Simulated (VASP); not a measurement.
# TiB2 (P6/mmm) in VASP: notebook, part 2 of 2

VASP 6.6.1.

**3. Band structure, LDA**

Input file INCAR:

```
SYSTEM = TiB2
  ALGO = Normal
  EDIFF = 1E-6
  ENCUT = 520
  ISIF = 2
  ISMEAR = 1
  LASPH = .TRUE.
  LCHARG = .FALSE.
  LMAXMIX = 4
  LREAL = .FALSE.
  LWAVE = .FALSE.
  NELM = 80
  PREC = Accurate
  SIGMA = 0.1
```

Input file KPOINTS:

```
k-points
0
G
  15 15 11
  0 0 0
```

Input file POSCAR:

```
TiB2                                    
1.0
    3.0187675783      0.0000000000      0.0000000000
   -1.5093837891      2.6143294108      0.0000000000
    0.0000000000      0.0000000000      3.1857412020
  Ti              B             
     1     2
Direct
     0.0000000000000000    0.0000000000000000    0.0000000000000000
     0.3333333332999970    0.6666666667000030    0.5000000000000000
     0.6666666667000030    0.3333333332999970    0.5000000000000000
```

KPOINTS_OPT is that of step 2.

Potentials or basis: VASP PAW LDA potentials, release 64 (Ti_sv, B).

On the command line:

```bash
cat potpaw_LDA.64/Ti_sv/POTCAR potpaw_LDA.64/B/POTCAR > POTCAR
mpirun -np 1 vasp_std > vasp.out
```

OUTCAR:

```text
SYSTEM = TiB2
   EDIFF = 1E-6
   ENCUT = 520
   ISIF = 2
   ISMEAR = 1
   LASPH = .TRUE.
   LREAL = .FALSE.
   NELM = 80
   PREC = Accurate

 ion  position               nearest neighbor table
   1  0.000  0.000  0.000-   2 2.36   3 2.36   2 2.36   3 2.36   2 2.36   2 2.36   3 2.36   3 2.36
                             3 2.36   3 2.36   2 2.36   2 2.36
   2  0.333  0.667  0.500-   3 1.74   3 1.74   3 1.74   1 2.36   1 2.36   1 2.36   1 2.36   1 2.36
                             1 2.36
   3  0.667  0.333  0.500-   2 1.74   2 1.74   2 1.74   1 2.36   1 2.36   1 2.36   1 2.36   1 2.36
                             1 2.36

  LATTYP: Found a hexagonal cell.
 ALAT       =     3.0187675783
 C/A-ratio  =     1.0553118514

  Lattice vectors:

 A1 = (   3.0187675783,   0.0000000000,   0.0000000000)
 A2 = (  -1.5093837891,   2.6143294108,   0.0000000000)
 A3 = (   0.0000000000,   0.0000000000,   3.1857412020)

Analysis of symmetry for initial positions (statically):
=====================================================================
 Subroutine PRICEL returns:
 Original cell was already a primitive cell.

 Routine SETGRP: Setting up the symmetry group for a
 hexagonal supercell.

 Subroutine GETGRP returns: Found 24 space group operations
 (whereof 24 operations were pure point group operations)
[... 188 lines left out ...]
     12      13.9423      0.00000
     13      13.9423      0.00000
[... 354 lines left out ...]
  band No.  band energies     occupation
      1     -45.9668      2.00000
      2     -22.8353      2.00000
      3     -22.6940      2.00000
      4     -22.6470      2.00000
      5       1.3847      2.00000
      6       1.3899      2.00000
      7       4.3104      2.00000
      8       7.4588      2.00000
      9       9.5857      2.00000
     10      10.0982      1.76966
     11      12.1826      0.00000
     12      12.8584      0.00000
     13      15.9965      0.00000

 [... further k-points ...]

------------------------ aborting loop because EDIFF is reached ----------------------------------------

  FORCE on cell =-STRESS in cart. coord.  units (eV):
  Direction    XX          YY          ZZ          XY          YZ          ZX
  --------------------------------------------------------------------------------------
  -------------------------------------------------------------------------------------
  Total       -1.0297330     -1.0297330     -0.8200129     -0.0000000      0.0000000      0.0000000
  in kB      -65.6197742    -65.6197742    -52.2553516     -0.0000000      0.0000000      0.0000000
  external PRESSURE =     -61.1649667 kB  Pullay stress =       0.0000000 kB

 VOLUME and BASIS-vectors are now :
 -----------------------------------------------------------------------------
  energy-cutoff  :      520.00
  volume of cell :       25.14
      direct lattice vectors                 reciprocal lattice vectors
     3.018767578  0.000000000  0.000000000     0.331261011  0.191253634  0.000000000
    -1.509383789  2.614329411  0.000000000     0.000000000  0.382507268  0.000000000
     0.000000000  0.000000000  3.185741202     0.000000000  0.000000000  0.313898693

 POSITION                                       TOTAL-FORCE (eV/Angst)
 -----------------------------------------------------------------------------------
      0.00000      0.00000      0.00000         0.000000      0.000000      0.000000
     -0.00000      1.74289      1.59287         0.000000      0.000000     -0.000000
      1.50938      0.87144      1.59287        -0.000000      0.000000      0.000000
 -----------------------------------------------------------------------------------
    total drift:                               -0.000000      0.000000      0.000000

  FREE ENERGIE OF THE ION-ELECTRON SYSTEM (eV)
  ---------------------------------------------------
  free  energy   TOTEN  =       -26.9101269387 eV

  energy  without entropy=      -26.9098728206  energy(sigma->0) =      -26.91004223
```

OSZICAR:

```text
N       E                     dE             d eps       ncg     rms          rms(c)
DAV:   1     0.126609293669E+03    0.12661E+03   -0.94300E+03  4212   0.158E+03
DAV:   2    -0.219870940302E+02   -0.14860E+03   -0.14508E+03  4277   0.399E+02
DAV:   3    -0.318264192630E+02   -0.98393E+01   -0.97182E+01  6157   0.946E+01
[... 21 lines left out ...]
DAV:   9    -0.287758466796E+05   -0.55026E-06     2639
       N       E                     dE             ncg
DAV:   1     0.677576002426E+05   -0.43694E+05     1326
DAV:   2     0.606316484154E+05   -0.71260E+04     1346
DAV:   3     0.602164318228E+05   -0.41522E+03     1859
DAV:   4     0.602045632725E+05   -0.11869E+02     1728
DAV:   5     0.602042793442E+05   -0.28393E+00     1767
DAV:   6     0.602042759259E+05   -0.34183E-02     1793
DAV:   7     0.602042758808E+05   -0.45088E-04     1721
DAV:   8     0.602042758804E+05   -0.41572E-06     1188
```

Wall time 34 s (1 thread of Intel Xeon 6975P-C (Granite Rapids), shared host); peak memory 0.2 GiB.

Results:

| Item | Value |
| --- | --- |
| Free energy | -26.9101 eV |
| Pressure | -6.1 GPa |
| Band gap along the path | none (metal or under the smearing width) |

Stress tensor (GPa, compression positive):
```
-6.56  0.00  0.00
 0.00 -6.56  0.00
 0.00  0.00 -5.23
```

Levels at the corners of the path, in eV from the Fermi level:
| point | band 7 | band 8 | band 9 | band 10 | band 11 | band 12 |
| --- | --- | --- | --- | --- | --- | --- |
| Γ | -2.70 | -2.15 | -2.14 | 1.94 | 1.94 | 3.79 |
| M | -3.28 | -3.20 | -2.32 | 1.38 | 2.78 | 3.28 |
| M | -3.28 | -3.20 | -2.32 | 1.38 | 2.78 | 3.28 |
| K | -7.38 | -1.83 | -1.83 | 1.41 | 1.41 | 1.97 |
| K | -7.38 | -1.83 | -1.83 | 1.41 | 1.41 | 1.97 |
| Γ | -2.70 | -2.15 | -2.14 | 1.94 | 1.94 | 3.79 |
| Γ | -2.70 | -2.15 | -2.14 | 1.94 | 1.94 | 3.79 |
| A | -0.57 | -0.57 | -0.25 | -0.25 | 0.43 | 0.43 |
| A | -0.57 | -0.57 | -0.25 | -0.25 | 0.43 | 0.43 |
| L | -4.73 | -3.87 | -3.07 | 2.59 | 2.97 | 4.70 |
| L | -4.73 | -3.87 | -3.07 | 2.59 | 2.97 | 4.70 |
| H | -5.67 | -3.15 | -3.15 | 2.60 | 4.44 | 4.44 |
| H | -5.67 | -3.15 | -3.15 | 2.60 | 4.44 | 4.44 |
| A | -0.57 | -0.57 | -0.25 | -0.25 | 0.43 | 0.43 |
| L | -4.73 | -3.87 | -3.07 | 2.59 | 2.97 | 4.70 |
| M | -3.28 | -3.20 | -2.32 | 1.38 | 2.78 | 3.28 |
| K | -7.38 | -1.83 | -1.83 | 1.41 | 1.41 | 1.97 |
| H | -5.67 | -3.15 | -3.15 | 2.60 | 4.44 | 4.44 |

**4. Band structure, r2SCAN**

INCAR: that of step 3 with these lines changed.

```diff
@@ -9,4 +9,6 @@
   LMAXMIX = 4
+  LMIXTAU = .TRUE.
   LREAL = .FALSE.
   LWAVE = .FALSE.
+  METAGGA = R2SCAN
   NELM = 80
```

KPOINTS is that of step 3.

POSCAR is that of step 3.

KPOINTS_OPT is that of step 3.

Potentials or basis: VASP PAW PBE potentials, release 64 (Ti_sv, B).

On the command line:

```bash
cat potpaw_PBE.64/Ti_sv/POTCAR potpaw_PBE.64/B/POTCAR > POTCAR
mpirun -np 1 vasp_std > vasp.out
```

It took 2 min on 1 thread of Intel Xeon 6975P-C (Granite Rapids), shared host; peak memory 0.21 GiB.

Results (log left out):

```
Free energy             : -30.9628 eV
Pressure                : 4.7 GPa
Band gap along the path : none (metal or under the smearing width)
```

Stress tensor (GPa, compression positive):
```
3.55 0.00 0.00
0.00 3.55 0.00
0.00 0.00 7.00
```

Levels at the corners of the path, in eV from the Fermi level:
```
point  band 6  band 7  band 8  band 9  band 10  band 11  band 12  band 13
    Γ   -2.88   -2.88   -2.49   -2.21     2.06     2.06     4.02     4.02
    M  -10.09   -3.60   -3.44   -2.44     1.46     2.93     3.46     3.58
    M  -10.09   -3.60   -3.44   -2.44     1.46     2.93     3.46     3.58
    K   -9.10   -7.87   -1.99   -1.99     1.48     1.48     2.13     7.40
    K   -9.10   -7.87   -1.99   -1.99     1.48     1.48     2.13     7.40
    Γ   -2.88   -2.88   -2.49   -2.21     2.06     2.06     4.02     4.02
    Γ   -2.88   -2.88   -2.49   -2.21     2.06     2.06     4.02     4.02
    A   -8.21   -0.67   -0.67   -0.28    -0.28     0.49     0.49     1.94
    A   -8.21   -0.67   -0.67   -0.28    -0.28     0.49     0.49     1.94
    L   -8.17   -5.07   -4.17   -3.53     2.78     3.13     4.84     4.96
    L   -8.17   -5.07   -4.17   -3.53     2.78     3.13     4.84     4.96
    H   -9.33   -6.16   -3.52   -3.52     2.78     4.57     4.57     4.79
    H   -9.33   -6.16   -3.52   -3.52     2.78     4.57     4.57     4.79
    A   -8.21   -0.67   -0.67   -0.28    -0.28     0.49     0.49     1.94
    L   -8.17   -5.07   -4.17   -3.53     2.78     3.13     4.84     4.96
    M  -10.09   -3.60   -3.44   -2.44     1.46     2.93     3.46     3.58
    K   -9.10   -7.87   -1.99   -1.99     1.48     1.48     2.13     7.40
    H   -9.33   -6.16   -3.52   -3.52     2.78     4.57     4.57     4.79
```

Caveat: the PAW data sets were made with another functional, which shifts forces and pressure a little.

**5. Density of states, PBE**

POSCAR is that of step 4.

Input file INCAR.step1:

```
SYSTEM = TiB2
  ALGO = Normal
  EDIFF = 1E-6
  ENCUT = 520
  GGA = PE
  ISIF = 2
  ISMEAR = 1
  LASPH = .TRUE.
  LCHARG = .TRUE.
  LMAXMIX = 4
  LREAL = .FALSE.
  LWAVE = .FALSE.
  NELM = 80
  PREC = Accurate
  SIGMA = 0.1
```

Input file KPOINTS.step1:

```
k-points
0
G
  15 15 11
  0 0 0
```

Input file INCAR.step2:

```
SYSTEM = TiB2
  ALGO = Normal
  EDIFF = 1E-6
  ENCUT = 520
  GGA = PE
  ICHARG = 11
  ISIF = 2
  ISMEAR = -5
  LASPH = .TRUE.
  LCHARG = .FALSE.
  LMAXMIX = 4
  LORBIT = 11
  LREAL = .FALSE.
  LWAVE = .FALSE.
  NEDOS = 2001
  NELM = 80
  PREC = Accurate
  SIGMA = 0.1
```

Input file KPOINTS.step2:

```
k-points
0
G
  23 23 17
  0 0 0
```

On the command line:

```bash
cat potpaw_PBE.64/Ti_sv/POTCAR potpaw_PBE.64/B/POTCAR > POTCAR
cp INCAR.step1 INCAR
cp KPOINTS.step1 KPOINTS
mpirun -np 1 vasp_std > vasp.out
cp INCAR.step2 INCAR
cp KPOINTS.step2 KPOINTS
mpirun -np 1 vasp_std > vasp.out
```

It took 51 s on 1 thread of Intel Xeon 6975P-C (Granite Rapids), shared host; peak memory 0.29 GiB.

Results (log left out):

```
Valence electrons inside the program's atomic spheres : Ti 10.46; B 2.03
```

Levels at points of the mesh, in eV from the Fermi level:
| k point | band 6 | band 7 | band 8 | band 9 | band 10 | band 11 | band 12 | band 13 |
| --- | --- | --- | --- | --- | --- | --- | --- | --- |
| (0.00, 0.00, 0.00) | -2.79 | -2.79 | -2.30 | -2.21 | 1.88 | 1.88 | 3.73 | 3.73 |

States per cell in windows of 1 eV (zero at the Fermi level; states under -8 eV left out):
```
from (eV)  total  Ti1_d  B2_p  B3_p  Ti1_p  B2_s  B3_s
     -8.0   0.58   0.05  0.08  0.08   0.02  0.07  0.07
     -7.0   0.65   0.06  0.11  0.11   0.02  0.04  0.04
     -6.0   0.92   0.11  0.18  0.18   0.03  0.03  0.03
     -5.0   1.22   0.19  0.25  0.25   0.05  0.02  0.02
     -4.0   1.85   0.41  0.34  0.34   0.09  0.01  0.01
     -3.0   1.16   0.43  0.16  0.16   0.03  0.00  0.00
     -2.0   0.84   0.45  0.06  0.06   0.01  0.00  0.00
     -1.0   0.39   0.24  0.02  0.02   0.00  0.00  0.00
      0.0   0.71   0.50  0.04  0.04   0.00  0.00  0.00
      1.0   1.61   1.17  0.08  0.08   0.01  0.01  0.01
      2.0   2.67   2.12  0.11  0.11   0.01  0.02  0.02
      3.0   1.65   1.17  0.11  0.11   0.02  0.03  0.03
      4.0   1.10   0.71  0.08  0.08   0.01  0.03  0.03
      5.0   0.21   0.11  0.02  0.02   0.01  0.00  0.00
      6.0   0.05   0.02  0.01  0.01   0.00  0.00  0.00
      7.0   0.00   0.00  0.00  0.00   0.00  0.00  0.00
```

Caveat: tetrahedron occupations give inexact forces and stress in metals.

**6. Overview**

| task | level | potentials or basis | k mesh for the DOS | occupations for the DOS | pressure (GPa) |
| --- | --- | --- | --- | --- | --- |
| band structure | PBE | VASP PAW PBE potentials, release 64 (Ti_sv, B) | - | - | 5.4 |
| band structure | LDA | VASP PAW LDA potentials, release 64 (Ti_sv, B) | - | - | -6.1 |
| band structure | r2SCAN | VASP PAW PBE potentials, release 64 (Ti_sv, B) | - | - | 4.7 |
| density of states | PBE | VASP PAW PBE potentials, release 64 (Ti_sv, B) | 23 × 23 × 17 | tetrahedron | - |

Alike in all rows: no spin polarisation; cell as given; k mesh 15 × 15 × 11; cutoff (eV) 520; smearing methfessel-paxton 0.1 eV.

Caveats: the PAW data sets were made with another functional, which shifts forces and pressure a little (some runs); tetrahedron occupations give inexact forces and stress in metals (some runs).

Absolute energies hang on the potentials; compare differences alone.
